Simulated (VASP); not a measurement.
# Si (diamond), PBE relaxation of cell and atoms: Ansatz's output and VASP's

Start cell

```xyz
2
Lattice="0.0000 2.5634 2.5634 2.5634 0.0000 2.5634 2.5634 2.5634 0.0000" Properties=species:S:1:pos:R:3 pbc="T T T"
Si    0.0000    0.0000    0.0000
Si    1.2817    1.2817    1.2817
```

Ansatz printed

```
basis re-selected at this cell: Δ(F+E_penalty+E_count) = -6.586e-6 eV, ΔP = +0.000 GPa vs the last step (what re-selecting the basis moved, of the pressure what is left beyond the Pulay correction that the steps carried, after the strain that the cell walked since its last selection, with what the two solves' SCF thresholds leave and, on support functions, any second-order correction that the steps lacked; it is no measure of the basis error at this ecutwfc). This SCF's stress stands 1.81e-3 GPa from its target on what of the cell is left free (relax.cell.stress_tol is 5.00e-2 GPa) and its largest allowed force component is 4.05e-17 eV/Å (relax.f_tol is 5.00e-3 eV/Å): within both
SCF converged after 4 iterations
Free energy (F): -1271.616496 eV
Harris-Foulkes:  -1271.616496 eV  (|F-HF|=4.55e-13)
Internal energy: -1271.616496 eV  (E = F + TS)
E sigma→0 (E₀):  -1271.616496 eV
Fermi energy:    6.321420 eV
--- Per-component energies (eV) ---
  E_band       = 8.024637
  E_kinetic    = 80.152975
  E_local      = -56.168038  (includes V_loc(G=0)·N_el)
  E_nonlocal   = 51.742303
  E_hartree    = 15.188644
  E_xc         = -110.121093
  E_vxc        = -93.152734  (∫ρ·V_xc dr)
  E_paw        = -1025.533572  (= ΣΔE_a)
  E_vpaw       = -4.927186  (= ΣTr[D̂ρ^β])
  E_aug_tail   = 0.000013  (compensation charges beyond the density's cutoff)
  E_ewald      = -226.877728
  E_smearing   = -0.000000  (= −TS)
  E_closure    = 0.000000  (closes the sum)
  Σ components = -1271.616496   (vs F -1271.616496, Δ=0.00e0)
--- Forces (eV/Å), atoms counted from 1 ---
  atom   1  Si    -0.00000000    -0.00000000    -0.00000000
  atom   2  Si     0.00000000     0.00000000     0.00000000
  max |Σ_I F_I| component: 3.24e-17 eV/Å
--- Stress (GPa, compression-positive) ---
        0.001813      -0.000000      -0.000000
       -0.000000       0.001813       0.000000
       -0.000000      -0.000000       0.001813
  P = ⅓ Tr σ = 0.0018 GPa (0.018 kbar)
--- Relaxed structure (6 steps of the walk, 6 accepted, 2 SCFs on fresh bases) ---
  F+E_penalty+E_count = -1271.61649621 eV   max|allowed force component| = 4.048e-17 eV/Å   (the final SCF, on the basis selected at the relaxed cell)
  cell:  # Å, volume = 40.9234 Å³
    - [5.283263876608615e-33, 2.735146644875932, 2.735146644875932]
    - [2.7351466448759316, 5.780062649815934e-33, 2.735146644875932]
    - [2.7351466448759316, 2.735146644875932, 1.1209818472370294e-33]
  atoms:
    - { symbol: Si, position: [1.880227092362892e-34, -2.3184902231529936e-34, -1.1876148231678202e-34] }
    - { symbol: Si, position: [0.25, 0.25, 0.25] }
```

The two codes use different PAW datasets and cutoffs. VASP's cell holds 8 valence electrons and Ansatz's 8.

Task: What does VASP give for the same cell and level of theory?

Result: relaxed cell vector lengths 3.867, 3.867, 3.867 Å; relaxed cell volume 40.88 Å³.

From OUTCAR

```
k-points           NKPTS =     29   k-points in BZ     NKDIM =     29   number of bands    NBANDS=     11

   NELECT =       8.0000    total number of electrons

   dimension x,y,z NGX =    32 NGY =   32 NGZ =   32
   dimension x,y,z NGXF=    64 NGYF=   64 NGZF=   64

  energy-cutoff  :      600.00
  volume of cell :       40.88
      direct lattice vectors                 reciprocal lattice vectors
     0.000000000  2.734103373  2.734103373    -0.182875309  0.182875309  0.182875309
     2.734103373  0.000000000  2.734103373     0.182875309 -0.182875309  0.182875309
     2.734103373  2.734103373  0.000000000     0.182875309  0.182875309 -0.182875309

 k-points in reciprocal lattice and weights: KPOINTS created by Atomic Simulation Env
   0.00000000  0.00000000  0.00000000       0.002
   0.12500000  0.00000000  0.00000000       0.016
   0.25000000  0.00000000  0.00000000       0.016
   0.37500000  0.00000000  0.00000000       0.016
   0.50000000  0.00000000  0.00000000       0.008
   0.12500000  0.12500000  0.00000000       0.012
   0.25000000  0.12500000  0.00000000       0.047
   0.37500000  0.12500000  0.00000000       0.047
   ...

 E-fermi :   5.9388

 k-point     1 :       0.0000    0.0000    0.0000
  band No.  band energies     occupation
      1      -6.1964      2.00000
      2       5.6204      2.00000
      3       5.6204      2.00000
      4       5.6204      2.00000
      5       8.1768      0.00000
      6       8.1768      0.00000
      7       8.1768      0.00000
      8       8.7577      0.00000
      9      13.3290      0.00000
     10      13.3290      0.00000
     11      13.4992      0.00000

 k-point     2 :       0.1250    0.0000    0.0000
  band No.  band energies     occupation
      1      -5.9959      2.00000
      2       4.0295      2.00000
      3       5.3378      2.00000
      4       5.3378      2.00000
      5       8.0641      0.00000
      6       8.5925      0.00000
      7       8.5925      0.00000
      8      10.1557      0.00000
      9      12.8560      0.00000
     10      12.8560      0.00000
     11      14.2750      0.00000

 k-point     3 :       0.2500    0.0000    0.0000
  band No.  band energies     occupation
      1      -5.4113      2.00000
      2       1.7335      2.00000
      3       4.8751      2.00000
      4       4.8751      2.00000
      5       7.5806      0.00000
      6       9.1103      0.00000
      7       9.1103      0.00000
      8      12.3740      0.00000
      9      12.8071      0.00000
     10      12.8071      0.00000
     11      14.5510      0.00000

 k-point     4 :       0.3750    0.0000    0.0000
  band No.  band energies     occupation
      1      -4.5365      2.00000
      2      -0.2514      2.00000
      3       4.5523      2.00000
      4       4.5523      2.00000
      5       7.2161      0.00000
      6       9.0729      0.00000
      7       9.0729      0.00000
      8      13.4585      0.00000
      9      14.1597      0.00000
     10      14.1597      0.00000
     11      15.1353      0.00000

 k-point     5 :       0.5000    0.0000    0.0000
  band No.  band energies     occupation
      1      -3.9169      2.00000
      2      -1.2498      2.00000
      3       4.4416      2.00000
      4       4.4416      2.00000
      5       7.0879      0.00000
      6       8.9692      0.00000
      7       8.9692      0.00000
      8      13.3227      0.00000
      9      16.1159      0.00000
     10      16.1159      0.00000
     11      16.8047      0.00000

 k-point     6 :       0.1250    0.1250    0.0000
  band No.  band energies     occupation
      1      -5.9283      2.00000
      2       4.2686      2.00000
      3       4.8335      2.00000
      4       4.8335      2.00000
      5       7.6355      0.00000
      6       9.2922      0.00000
      7       9.2922      0.00000
      8       9.8433      0.00000
      9      12.1044      0.00000
     10      13.6274      0.00000
     11      14.5696      0.00000

 k-point     7 :       0.2500    0.1250    0.0000
  band No.  band energies     occupation
      1      -5.4681      2.00000
      2       2.4144      2.00000
      3       4.3310      2.00000
      4       4.3949      2.00000
      5       7.7652      0.00000
      6       9.2465      0.00000
      7      10.0480      0.00000
      8      10.3589      0.00000
      9      12.9831      0.00000
     10      13.7886      0.00000
     11      15.5571      0.00000

 k-point     8 :       0.3750    0.1250    0.0000
  band No.  band energies     occupation
      1      -4.6693      2.00000
      2       0.3919      2.00000
      3       3.8115      2.00000
      4       4.0660      2.00000
      5       7.8486      0.00000
      6       9.2136      0.00000
      7      10.0619      0.00000
      8      11.0599      0.00000
      9      14.8902      0.00000
     10      14.9023      0.00000
     11      15.4134      0.00000

 ...

  Total        0.0079447      0.0079447      0.0079447     -0.0000000     -0.0000000      0.0000000
  in kB        0.3113950      0.3113950      0.3113950     -0.0000000     -0.0000000      0.0000000
  external PRESSURE =       0.3113950 kB  Pullay stress =       0.0000000 kB

 POSITION                                       TOTAL-FORCE (eV/Angst)
 -----------------------------------------------------------------------------------
      0.00000      0.00000      0.00000        -0.000000     -0.000000     -0.000000
      1.36705      1.36705      1.36705         0.000000      0.000000      0.000000
 -----------------------------------------------------------------------------------
    total drift:                               -0.000000     -0.000000      0.000000

  FREE ENERGIE OF THE ION-ELECTRON SYSTEM (eV)
  ---------------------------------------------------
  free  energy   TOTEN  =       -10.8462114513 eV

  energy  without entropy=      -10.8462114502  energy(sigma->0) =      -10.84621145
```
